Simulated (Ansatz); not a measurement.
A (110) slab of ZrSi$_{2}$ (Cmcm (No. 63)), 26 planes, outer planes Si (top) and Si (bottom), with 26 atoms (Zr8Si18) in a surface cell of A = 27.466 Å², as cut from the bulk:

```xyz
26
Lattice="3.6568 0.0000 0.0000 0.0000 7.5111 0.0000 0.0000 0.0000 29.6351" Properties=species:S:1:pos:R:3 pbc="T T T"
Si    0.9142    6.2997    7.5000
Si    2.7426    0.3127    7.8845
Si    0.9142    3.0783    8.5821
Zr    2.7426    5.1334    9.1005
Zr    0.9142    0.5803    9.8466
Si    2.7426    2.6355   10.3651
Si    0.9142    5.4010   11.0627
Si    2.7426    6.9251   11.4471
Si    0.9142    2.1796   12.1447
Zr    2.7426    4.2347   12.6632
Zr    0.9142    7.1927   13.4093
Si    2.7426    1.7368   13.9277
Si    0.9142    4.5023   14.6253
Si    2.7426    6.0265   15.0098
Si    0.9142    1.2809   15.7074
Zr    2.7426    3.3361   16.2258
Zr    0.9142    6.2940   16.9720
Si    2.7426    0.8381   17.4904
Si    0.9142    3.6036   18.1880
Si    2.7426    5.1278   18.5725
Si    0.9142    0.3822   19.2701
Zr    2.7426    2.4374   19.7885
Zr    0.9142    5.3953   20.5346
Si    2.7426    7.4505   21.0530
Si    0.9142    2.7049   21.7506
Si    2.7426    4.2291   22.1351
```

Theory: DFT PBEsol, scalar-relativistic, plane waves, PAW (Ansatz). Cutoff 420 eV; k points 10×5×1 on the computed 26-atom cell (Γ-centred); Gaussian smearing, width 0.10 eV; no spin polarisation.

The relaxed slab holds 8 formula units of ZrSi2 and 2 further Si. Against those formula units in the bulk and the further Si in its standard state it lies 6.055 eV higher. The formation energy of ZrSi2 from the standard states is -2.284 eV a formula unit (uncorrected, no zero-point or thermal terms).

Task: Over what range can the chemical potential of Si vary, and what is the surface energy at both ends?

Result: In contact with the bulk, 2μ(Si) + μ(Zr) is fixed. With Δμ counted from the standard states, Δμ(Si) ≤ 0 keeps elemental Si from forming, and Δμ(Zr) ≤ 0 requires Δμ(Si) ≥ ΔH/2 = -1.142 eV. Other compounds of Si and Zr can narrow this range. Then γ, the mean of both faces, = [6.055 eV − 2.00·Δμ(Si)]/(2A). At the Si-rich end (Δμ = 0): 6.055/(2 × 27.466) × 16.02 = 1.77 J/m². At the Si-poor end: (6.055 + 2.284)/(2 × 27.466) × 16.02 = 2.43 J/m².

Task: How does its energy depend on growth conditions?

Result: It carries an excess of Si, so its energy falls by 0.58 J/m² for each eV that μ(Si) rises: Si-rich conditions lower it; whether it appears depends on the other terminations.